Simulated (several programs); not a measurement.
**Li2O (antifluorite) from semi-empirical methods to plane-wave DFT**

Antifluorite Li2O, relaxed with r2SCAN in Ansatz, was computed with several methods. The symmetry is Fm-3m (No. 225, cubic); conventional cell a = 4.573 Å, 7.97 Å³ an atom. O has 8 Li at 1.98 Å; Li has 4 O at 1.98 Å. (Simulation; spin polarisation is off.)

```yaml
crystal:
  lattice:
    - [0.00000, 2.28637, 2.28637]
    - [2.28637, 0.00000, 2.28637]
    - [2.28637, 2.28637, 0.00000]
  atoms:
    - { symbol: O, position: [0.00000, 0.00000, 0.00000] }
    - { symbol: Li, position: [0.25000, 0.25000, 0.25000] }
    - { symbol: Li, position: [0.75000, 0.75000, 0.75000] }
```

Gaps and times are for a single point on this cell; volume and bulk modulus come from each method's own relaxation or energy curve at fixed shape. Times are rough, from shared hosts (Arm Neoverse N1; Arm Neoverse V1), and each method has its own mesh and cell size. A dagger marks a closed or tiny gap in a crystal that DFT finds insulating: a failure of the method or a wrong SCF state. PM6 (MOPAC), PM7 (MOPAC), GFN1-xTB (tblite), GFN2-xTB (tblite) treat a cluster of cells at its zone centre, which samples few k points: where these miss a band edge, the gap comes out too large for that reason alone. Gaps from k meshes are read at a limited set of points (mesh, symmetry points, PBE's band edges), so each method's own least gap may be somewhat smaller. xTB and the PM methods were fitted mostly to molecules, and can miss a solid's gap by electronvolts. Minimal bases can be far off for gaps. Times of the plane-wave ladder aren't listed, since it ran on unlike processors and cards. GLLB-SC's gap includes the derivative discontinuity. G0W0 is at finite bands, cutoff and mesh. d marks a direct gap, i an indirect one (no mark: not told apart), a dash a value that wasn't computed or didn't pass its checks.

```tsv
method	kind	gap (eV)	own volume (Å³/atom)	bulk modulus (GPa)	atoms computed	processor time
PBEsol	semilocal	–	8.01	–	3	–
light PBE (260 eV and a coarse mesh)	light plane-wave	5.19 i	–	–	3	0.73 s
LDA	semilocal	4.86 i	7.56	–	3	–
PBE	semilocal	5.05 i	8.25	80	3	–
r2SCAN	semilocal	5.77 i	7.97	87	3	–
PM7 (MOPAC)	semi-empirical	10.12	–	–	cluster	7 s
PM6 (MOPAC)	semi-empirical	11.98	–	–	cluster	7.2 s
GLLB-SC (GPAW)	model potential	8.97	–	–	3	7.5 s
PBE/single zeta (GPAW)	small basis	3.48 d	–	–	3	8.8 s
GFN1-xTB (tblite)	tight binding	0.01†	–	–	cluster	14 s
GFN2-xTB (tblite)	tight binding	0.00†	–	–	cluster	23 s
PBE0	hybrid	7.39 i	–	–	3	–
G0W0@LDA (140 eV screening cutoff)	many-body	7.31	–	–	3	–
HSE06	hybrid	6.65 i	7.94	–	3	–
Hartree-Fock	exact exchange	15.07 i	–	–	3	–
G0W0@r2SCAN (140 eV screening cutoff)	many-body	7.61	–	–	3	–
DDH-PBE0	hybrid	8.28 i	–	–	3	–
r2SCAN0	hybrid	7.84 i	–	–	3	–
PBE/SZV (CP2K)	small basis	3.52 d	–	–	3	42 s
G0W0@HSE06 (140 eV screening cutoff)	many-body	8.06	–	–	3	–
PBE/DZVP (CP2K)	small basis	5.27 i	8.32	80	3	100 s
G0W0@PBE (220 eV screening cutoff)	many-body	7.40	–	–	3	–
```

Against HSE06 (6.65 eV) and with closed or daggered gaps left aside, the nearest gap at the points sampled is that of G0W0@LDA (140 eV screening cutoff) (+0.66 eV) and the farthest that of Hartree-Fock (+8.42 eV). HSE06 is only a yardstick of convenience: for gaps this wide it usually falls short of measured ones, so a larger value can be the better one.

Volumes against r2SCAN's: PBEsol +0.5 %, LDA -5.1 %, PBE +3.5 %, HSE06 -0.4 %, PBE/DZVP (CP2K) +4.4 %.
